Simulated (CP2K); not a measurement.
Settings test, CP2K on Li$_{2}$S

Simulated with CP2K 2026.2. This is a test of settings. The cell was built from a prototype and was relaxed with r2SCAN in plane waves (Ansatz 0.2.0). Not every such cell is a known phase. All runs are without spin polarisation.

It is cubic, Fm-3m (No. 225); a = 5.691 Å in the conventional setting, 15.36 Å³ an atom. S is surrounded by 8 Li at 2.46 Å; Li is surrounded by 4 S at 2.46 Å.

The base run uses PBE in the SZV-MOLOPT-SR basis.

```
&GLOBAL
 PROJECT run
 RUN_TYPE ENERGY_FORCE
 PRINT_LEVEL LOW
&END GLOBAL
&FORCE_EVAL
 METHOD QS
 STRESS_TENSOR ANALYTICAL
 &DFT
  BASIS_SET_FILE_NAME BASIS_MOLOPT
  POTENTIAL_FILE_NAME GTH_POTENTIALS
  &QS
   EXTRAPOLATION USE_GUESS
  &END QS
  &MGRID
   CUTOFF 500
   REL_CUTOFF 50
  &END MGRID
  &XC
   &XC_FUNCTIONAL PBE
   &END XC_FUNCTIONAL
  &END XC
  &KPOINTS
   SCHEME MONKHORST-PACK 5 5 5
   SYMMETRY F
   FULL_GRID F
  &END KPOINTS
  &SCF
   ADDED_MOS 9
   EPS_SCF 1e-6
   MAX_SCF 80
   &DIAGONALIZATION
   &END DIAGONALIZATION
   &MIXING
    METHOD BROYDEN_MIXING
    ALPHA 0.3
   &END MIXING
   &SMEAR
    METHOD FERMI_DIRAC
    ELECTRONIC_TEMPERATURE [K] 232
   &END SMEAR
   &PRINT
    &ITERATION_INFO
    &END ITERATION_INFO
   &END PRINT
  &END SCF
  &PRINT
   &BAND_STRUCTURE
    FILE_NAME bands.bs
    ADDED_MOS 6
    &KPOINT_SET
     UNITS B_VECTOR
     SPECIAL_POINT 0.00000000 0.00000000 0.00000000
     NPOINTS 0
    &END KPOINT_SET
    &KPOINT_SET
     UNITS B_VECTOR
     SPECIAL_POINT 0.50000000 0.00000000 0.50000000
     NPOINTS 0
    &END KPOINT_SET
    &KPOINT_SET
     UNITS B_VECTOR
     SPECIAL_POINT 0.62500000 0.25000000 0.62500000
     NPOINTS 0
    &END KPOINT_SET
    &KPOINT_SET
     UNITS B_VECTOR
     SPECIAL_POINT 0.37500000 0.37500000 0.75000000
     NPOINTS 0
    &END KPOINT_SET
    &KPOINT_SET
     UNITS B_VECTOR
     SPECIAL_POINT 0.50000000 0.50000000 0.50000000
     NPOINTS 0
    &END KPOINT_SET
    &KPOINT_SET
     UNITS B_VECTOR
     SPECIAL_POINT 0.50000000 0.25000000 0.75000000
     NPOINTS 0
    &END KPOINT_SET
    &KPOINT_SET
     UNITS B_VECTOR
     SPECIAL_POINT 0.00000000 0.50000000 0.50000000
     NPOINTS 0
    &END KPOINT_SET
   &END BAND_STRUCTURE
  &END PRINT
 &END DFT
 &SUBSYS
  &CELL
   A 4.02385367 0.00000000 0.00000000
   B 2.01192683 3.48475950 0.00000000
   C 2.01192683 1.16158650 3.28546276
  &END CELL
  &COORD
   SCALED
   S 0.00000000 -0.00000000 -0.00000000
   Li 0.25000000 0.25000000 0.25000000
   Li 0.75000000 0.75000000 0.75000000
  &END COORD
  &KIND S
   BASIS_SET SZV-MOLOPT-SR-GTH
   POTENTIAL GTH-PBE
  &END KIND
  &KIND Li
   BASIS_SET SZV-MOLOPT-SR-GTH
   POTENTIAL GTH-PBE
  &END KIND
 &END SUBSYS
 &PRINT
  &STRESS_TENSOR
  &END STRESS_TENSOR
  &FORCES
  &END FORCES
 &END PRINT
&END FORCE_EVAL
```

Command: `cp2k.psmp -i run.inp`. It took 8 s on 2 threads of Arm Neoverse V2, with other jobs on the host, peak memory 0.26 GiB.

It converged with a gap of 2.27 eV and a pressure of 1.42 GPa (positive in compression). Pressures on CP2K's grid carry noise of some tenths of a GPa.

Each further run moved one setting: ALPHA (mixing weight); CUTOFF (density grid cutoff in Ry); REL_CUTOFF (grid cutoff relative to the Gaussians, in Ry); ELECTRONIC_TEMPERATURE (smearing temperature in K). Changes are from the base run, which isn't itself converged in every setting; energies of another Hamiltonian, functional, basis or charge aren't compared, and those at a high electronic temperature are mostly its entropy term. CP2K's gap is over the listed points.

| setting | how it ended | gap change (eV) | energy change (meV/atom) | pressure change (GPa) | time (s) |
| --- | --- | --- | --- | --- | --- |
| ALPHA = 0.05 | converged | 0.00 | 0.0 | 0.00 | 8.7 |
| CUTOFF = 280 | converged | 0.00 | -1.2 | 0.12 | 5.6 |
| REL_CUTOFF = 80 | converged | 0.00 | 0.0 | 0.00 | 8.9 |
| ALPHA = 0.6 | converged | 0.00 | 0.0 | 0.00 | 6.7 |
| ELECTRONIC_TEMPERATURE = 3000 | converged | 0.00 | -0.2 | 0.04 | 7.3 |
| REL_CUTOFF = 10 (poor on purpose) | converged | -0.01 | -99.7 | 3.73 | 6.4 |

ALPHA = 0.05 changes nothing that matters here. REL_CUTOFF = 80 changes nothing that matters here. ALPHA = 0.6 changes nothing that matters here. ELECTRONIC_TEMPERATURE = 3000 changes nothing that matters here.
